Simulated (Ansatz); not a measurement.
**Crystal structures of tungsten under RPBE**

These are results of Ansatz 0.2.0, DFT, RPBE, plane waves (420 eV) with PAW, scalar-relativistic, not measurements. The PAW files were generated under PBE, with cores re-solved for the functional.

Each structure is relaxed within its own symmetry, so a high-lying one may be dynamically unstable.

| structure | ΔE (meV/atom) | V (Å³/atom) | cell | magnetic state |
| --- | --- | --- | --- | --- |
| bcc | 0 | 16.35 | a = 3.198 Å | spin not included |
| beta-W (A15) | 89 | 16.57 | a = 5.099 Å | spin not included |
| dhcp | 480 | 16.71 | a = 2.797 Å, c = 9.868 Å (c/a = 3.528) | spin not included |
| fcc | 482 | 16.67 | a = 4.055 Å | spin not included |
| hcp | 499 | 16.74 | a = 2.788 Å, c = 4.974 Å (c/a = 1.784) | spin not included |
| omega (AlB2-type) | 544 | 16.77 | a = 4.707 Å, c = 2.621 Å (c/a = 0.557) | spin not included |
| simple cubic | 1434 | 18.61 | a = 2.650 Å | spin not included |
| diamond | 2606 | 25.25 | a = 5.868 Å | spin not included |

ΔE counts from bcc.

Differences under about 8 meV lie within the error of the k-point mesh.
